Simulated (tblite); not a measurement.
# GFN1-xTB (tblite) on SnO2: a test of settings

Aim: start from a run with usual settings and see what each changed setting does to the results.

Computed with tblite 0.8.0 (GFN1-xTB (tblite), atoms fixed, no spin polarisation, unless a step's input says otherwise).

### Step 1. The system as given

It takes space group Fm-3m (No. 225, cubic). The conventional cell has a = 5.067 Å, b = 5.067 Å, c = 5.067 Å, α = 90.00°, β = 90.00°, γ = 90.00°. Sn (site symmetry m-3m) is surrounded by 8 O at 2.19 Å. Around O (site symmetry -43m) lie 4 Sn at 2.19 Å.

As a file:

```cif
data_structure
_symmetry_space_group_name_H-M 'P 1'
_symmetry_Int_Tables_number 1
_cell_length_a 3.5829
_cell_length_b 3.5829
_cell_length_c 3.5829
_cell_angle_alpha 60.000
_cell_angle_beta 60.000
_cell_angle_gamma 60.000
_cell_volume 32.52
loop_
_atom_site_label
_atom_site_type_symbol
_atom_site_fract_x
_atom_site_fract_y
_atom_site_fract_z
_atom_site_occupancy
Sn1 Sn 0.00000 0.00000 0.00000 1
O1 O 0.25000 0.25000 0.25000 1
O2 O 0.75000 0.75000 0.75000 1
```

The structure type (fluorite) is imposed and need not be the compound's stable one.

### Step 2. The reference run

Input file run.py:

```python
import json
from ase import Atoms
from ase.build import make_supercell
from ase.units import Bohr, GPa, Hartree
from tblite.interface import Calculator

atoms = Atoms(['Sn', 'O', 'O'],
              cell=[[0.0, 2.53346697, 2.53346697], [2.53346697, 0.0, 2.53346697], [2.53346697, 2.53346697, 0.0]],
              scaled_positions=[[0.0, 0.0, 0.0], [0.25, 0.25, 0.25], [0.75, 0.75, 0.75]],
              pbc=True)
cluster = make_supercell(atoms, [[-2, 2, 2], [2, -2, 2], [2, 2, -2]])
calc = Calculator('GFN1-xTB', cluster.numbers, cluster.positions / Bohr, lattice=cluster.cell[:] / Bohr, periodic=cluster.pbc)
calc.set('temperature', 0.02 / Hartree)
calc.set('max-iter', 150)
res = calc.singlepoint()
levels = res.get('orbital-energies') * Hartree
nv = round(res.get('orbital-occupations').sum() / 2)
cells = len(cluster) // len(atoms)
out = {'energy_per_cell': res.get('energy') * Hartree / cells, 'homo': levels[nv - 1], 'lumo': levels[nv],
       'stress': (-res.get('virial') * Hartree / cluster.get_volume() / GPa).tolist(), 'charges': res.get('charges')[:len(atoms)].tolist(), 'electrons': 2 * nv / cells}
json.dump(out, open('results.json', 'w'))
for key, value in out.items():
    print(key, value)
```

Launch:

```
> python run.py
```

Standard output:

```text
------------------------------------------------------------
  cycle        total energy    energy error   density error
------------------------------------------------------------
      1     -377.5235812732  -3.7706572E+02   6.6936342E-01
      2     -381.5556870149  -4.0321057E+00   2.1383028E-01
      3     -381.5942198344  -3.8532819E-02   8.9658029E-02
      4     -381.5955409050  -1.3210706E-03   4.4813247E-03
      5     -381.5952374531   3.0345190E-04   2.3413241E-03
      6     -381.5938700831   1.3673699E-03   3.7361027E-03
      7     -381.5956057375  -1.7356544E-03   1.8219661E-04
      8     -381.5956078989  -2.1614646E-06   2.5863586E-05
      9     -381.5956078896   9.3202175E-09   1.4711547E-05
------------------------------------------------------------

 total:                                   2.903 sec
energy_per_cell -324.49204348398604
homo -16.274426036588796
lumo -16.274426035002016
stress [[-7.595961005331472, -2.7736427097378024e-06, -2.773642701240181e-06], [-2.7736427097119264e-06, -7.595961005331388, -2.7736427075199635e-06], [-2.7736427010842495e-06, -2.7736427074411433e-06, -7.5959610053314055]]
charges [0.7195118545301535, -0.3597593869426976, -0.35972180283597655]
electrons 16.0
```

Run time: 3.5 s. Hardware: 1 thread of Arm Neoverse V2, shared host; peak memory 0.13 GiB.

No gap; pressure -7.6 GPa. The 96 atoms of the cluster fold only a few k-points onto the zone centre, so gap and energy may not be converged in the cluster's size.

### Step 3. Change: accuracy = 10.0

Changes to run.py since step 2:

```diff
@@ -14,2 +14,3 @@
 calc.set('max-iter', 150)
+calc.set('accuracy', 10.0)
 res = calc.singlepoint()
```

Launch:

```
> python run.py
```

Standard output:

```text
------------------------------------------------------------
  cycle        total energy    energy error   density error
------------------------------------------------------------
      1     -377.5235818303  -3.7706572E+02   6.6936344E-01
      2     -381.5556871637  -4.0321053E+00   2.1383031E-01
      3     -381.5942199874  -3.8532824E-02   8.9658035E-02
      4     -381.5955410582  -1.3210709E-03   4.4813247E-03
      5     -381.5952376069   3.0345133E-04   2.3413232E-03
      6     -381.5938702377   1.3673692E-03   3.7361012E-03
      7     -381.5956058908  -1.7356530E-03   1.8219640E-04
      8     -381.5956080522  -2.1614595E-06   2.5863544E-05
------------------------------------------------------------

 total:                                   2.286 sec
energy_per_cell -324.4920436222561
homo -16.274504685083198
lumo -16.274504685083194
stress [[-7.596298905215323, -2.773778156779662e-06, -2.7737781810052355e-06], [-2.7737781565729606e-06, -7.596298905215324, -2.7737781593835235e-06], [-2.7737781809500894e-06, -2.773778159223857e-06, -7.596298905215306]]
charges [0.7195178905022688, -0.359749705716494, -0.35975418321450836]
electrons 16.0
```

Wall time 2.9 s (1 thread of Arm Neoverse V2, shared host); peak memory 0.13 GiB.

Neither run has a gap; the energy moves by 0.0 meV/atom.

### Step 4. Change: accuracy = 0.01

Changes to run.py since step 3:

```diff
@@ -14,3 +14,3 @@
 calc.set('max-iter', 150)
-calc.set('accuracy', 10.0)
+calc.set('accuracy', 0.01)
 res = calc.singlepoint()
```

Launch:

```
> python run.py
```

Standard output:

```text
------------------------------------------------------------
  cycle        total energy    energy error   density error
------------------------------------------------------------
      1     -377.5235812732  -3.7706572E+02   6.6936342E-01
      2     -381.5556870149  -4.0321057E+00   2.1383028E-01
      3     -381.5942198344  -3.8532819E-02   8.9658029E-02
      4     -381.5955409050  -1.3210706E-03   4.4813247E-03
      5     -381.5952374531   3.0345190E-04   2.3413241E-03
      6     -381.5938700831   1.3673699E-03   3.7361027E-03
      7     -381.5956057375  -1.7356544E-03   1.8219661E-04
      8     -381.5956078989  -2.1614646E-06   2.5863586E-05
      9     -381.5956078896   9.3202175E-09   1.4711547E-05
     10     -381.5956078804   9.2265395E-09   1.5078966E-05
     11     -381.5956079037  -2.3346161E-08   6.5623444E-06
     12     -381.5956079064  -2.6817020E-09   2.0377686E-06
     13     -381.5956079066  -1.4068746E-10   3.5511214E-07
     14     -381.5956079066  -5.0022209E-12   1.9977807E-08
------------------------------------------------------------

 total:                                   3.239 sec
energy_per_cell -324.4920434983971
homo -16.274423946856178
lumo -16.274423946855983
stress [[-7.595952556679645, -2.773424818524493e-06, -2.7734248520447563e-06], [-2.7734248186266443e-06, -7.595952556679825, -2.773424848042354e-06], [-2.7734248523930486e-06, -2.7734248482370175e-06, -7.595952556679837]]
charges [0.7195079166796912, -0.3597551177105718, -0.35975376171989537]
electrons 16.0
```

Wall time 3.8 s (1 thread of Arm Neoverse V2, shared host); peak memory 0.13 GiB.

Neither run has a gap; the energy moves by 0.0 meV/atom.

### Step 5. Change: mixer-damping = 0.1

Changes to run.py since step 4:

```diff
@@ -14,3 +14,3 @@
 calc.set('max-iter', 150)
-calc.set('accuracy', 0.01)
+calc.set('mixer-damping', 0.1)
 res = calc.singlepoint()
```

Launch:

```
> python run.py
```

Standard output:

```text
------------------------------------------------------------
  cycle        total energy    energy error   density error
------------------------------------------------------------
      1     -377.5235812732  -3.7706572E+02   6.6936342E-01
      2     -379.1962341045  -1.6726528E+00   5.4570640E-01
      3     -381.5557386434  -2.3595045E+00   1.4023330E-01
      4     -381.5425949532   1.3143690E-02   9.3930627E-02
      5     -381.5956064253  -5.3011472E-02   3.9988591E-03
      6     -381.5956032741   3.1512672E-06   3.4555754E-03
      7     -381.5956071768  -3.9027215E-06   8.7329199E-05
      8     -381.5956078926  -7.1578154E-07   4.8539480E-05
      9     -381.5956078973  -4.7532467E-09   4.4469422E-05
     10     -381.5956079056  -8.2271185E-09   1.4350153E-05
------------------------------------------------------------

 total:                                   2.970 sec
energy_per_cell -324.4920434975401
homo -16.274366338758682
lumo -16.274366338758597
stress [[-7.595670663964276, -2.773356336037689e-06, -2.773356384510467e-06], [-2.7733563359045076e-06, -7.59567066396429, -2.7733563773355657e-06], [-2.7733563841910294e-06, -2.773356377360249e-06, -7.595670663964201]]
charges [0.7194960009822544, -0.3597456873803817, -0.35975055870961015]
electrons 16.0
```

Wall time 3.6 s (1 thread of Arm Neoverse V2, shared host); peak memory 0.13 GiB.

Neither run has a gap; the energy moves by 0.0 meV/atom.

### Step 6. Change: charge = 2.0

Changes to run.py since step 5:

```diff
@@ -11,6 +11,5 @@
 cluster = make_supercell(atoms, [[-2, 2, 2], [2, -2, 2], [2, 2, -2]])
-calc = Calculator('GFN1-xTB', cluster.numbers, cluster.positions / Bohr, lattice=cluster.cell[:] / Bohr, periodic=cluster.pbc)
+calc = Calculator('GFN1-xTB', cluster.numbers, cluster.positions / Bohr, lattice=cluster.cell[:] / Bohr, charge=2.0, periodic=cluster.pbc)
 calc.set('temperature', 0.02 / Hartree)
 calc.set('max-iter', 150)
-calc.set('mixer-damping', 0.1)
 res = calc.singlepoint()
```

Launch:

```
> python run.py
```

Standard output:

```text
------------------------------------------------------------
  cycle        total energy    energy error   density error
------------------------------------------------------------
      1     -376.4510563001  -3.7599319E+02   6.5501749E-01
      2     -380.3182566259  -3.8672003E+00   2.0788214E-01
      3     -380.3555885908  -3.7331965E-02   8.6887895E-02
      4     -380.3568275859  -1.2389951E-03   4.3981663E-03
      5     -380.3523707430   4.4568429E-03   6.1372782E-03
      6     -380.3563976992  -4.0269562E-03   2.4904257E-03
      7     -380.3569203166  -5.2261747E-04   9.6145587E-05
      8     -380.3569200338   2.8283671E-07   9.4482820E-05
      9     -380.3569192339   7.9992827E-07   1.1256868E-04
     10     -380.3569207645  -1.5306546E-06   1.6447356E-05
     11     -380.3569207783  -1.3826650E-08   1.5194304E-05
------------------------------------------------------------

 total:                                   3.089 sec
energy_per_cell -323.4387186981018
homo -17.43333332125388
lumo -17.4333333202675
stress [[-7.993375005584968, -2.563119238567168e-06, -2.563119197640139e-06], [-2.563119238306022e-06, -7.993375005584981, -2.56311922007354e-06], [-2.563119197621294e-06, -2.5631192201845083e-06, -7.993375005584964]]
charges [0.7275194640002899, -0.3325063154899932, -0.3324845092926403]
electrons 15.9375
```

Wall time 3.8 s (1 thread of Arm Neoverse V2, shared host); peak memory 0.13 GiB.

A charged periodic cell is another system, so nothing is compared.

### Step 7. Change: cluster = 1x1x1

Changes to run.py since step 6:

```diff
@@ -10,4 +10,4 @@
               pbc=True)
-cluster = make_supercell(atoms, [[-2, 2, 2], [2, -2, 2], [2, 2, -2]])
-calc = Calculator('GFN1-xTB', cluster.numbers, cluster.positions / Bohr, lattice=cluster.cell[:] / Bohr, charge=2.0, periodic=cluster.pbc)
+cluster = make_supercell(atoms, [[-1, 1, 1], [1, -1, 1], [1, 1, -1]])
+calc = Calculator('GFN1-xTB', cluster.numbers, cluster.positions / Bohr, lattice=cluster.cell[:] / Bohr, periodic=cluster.pbc)
 calc.set('temperature', 0.02 / Hartree)
```

Launch:

```
> python run.py
```

Standard output:

```text
------------------------------------------------------------
  cycle        total energy    energy error   density error
------------------------------------------------------------
      1     -46.97862660583  -4.6921394E+01   7.0764224E-01
      2     -47.42105244793  -4.4242584E-01   2.6690927E-01
      3     -47.43036210369  -9.3096558E-03   9.8753320E-02
      4     -47.43070821090  -3.4610721E-04   4.3131132E-03
      5     -47.43070879775  -5.8684824E-07   1.9591773E-03
      6     -47.43071163294  -2.8351939E-06   1.6133865E-03
      7     -47.43072015612  -8.5231850E-06   6.3773101E-05
      8     -47.43072015751  -1.3901840E-09   1.0249034E-05
------------------------------------------------------------

 total:                                   0.233 sec
energy_per_cell -322.6639089049652
homo -16.488776584999354
lumo -16.488776584999346
stress [[21.37613298934158, -8.096679193567973e-06, -8.096679191107449e-06], [-8.096679192637065e-06, 21.376132989342565, -8.096679210620898e-06], [-8.096679190777616e-06, -8.09667921131628e-06, 21.376132989343084]]
charges [0.734242555858188, -0.3670959264333642, -0.36709062391446023]
electrons 16.0
```

Wall time 0.82 s (1 thread of Arm Neoverse V2, shared host); peak memory 0.094 GiB.

Neither run has a gap; the energy moves by +609.4 meV/atom. One cell at the zone centre alone can't describe the crystal.

### Step 8. Results

| change | ends | gap (eV) | energy (meV/atom) | pressure (GPa) | time |
| --- | --- | --- | --- | --- | --- |
| none | converged | 0.00 | 0 | -7.6 | 3.5 s |
| accuracy = 10.0 | converged | 0.00 | 0.0 | 0.0 | 2.9 s |
| accuracy = 0.01 | converged | 0.00 | 0.0 | 0.0 | 3.8 s |
| mixer-damping = 0.1 | converged | 0.00 | 0.0 | 0.0 | 3.6 s |
| charge = 2.0 | converged | – | – | – | 3.8 s |
| cluster = 1x1x1 | converged | 0.00 | +609.4 | +29.0 | 0.82 s |

The first row holds values, the others changes from it. Keys are the program's: temperature in eV (tblite) or K (CP2K), cutoffs in Ry, CUTOFP in Å. Among the numerical settings, cluster = 1x1x1 moves the energy most (+609.4 meV/atom). The runs test settings. The reference's gap and pressure are those of this cheap level and cell, not checked here against a higher level, and such methods can miss a gap or a metal outright.
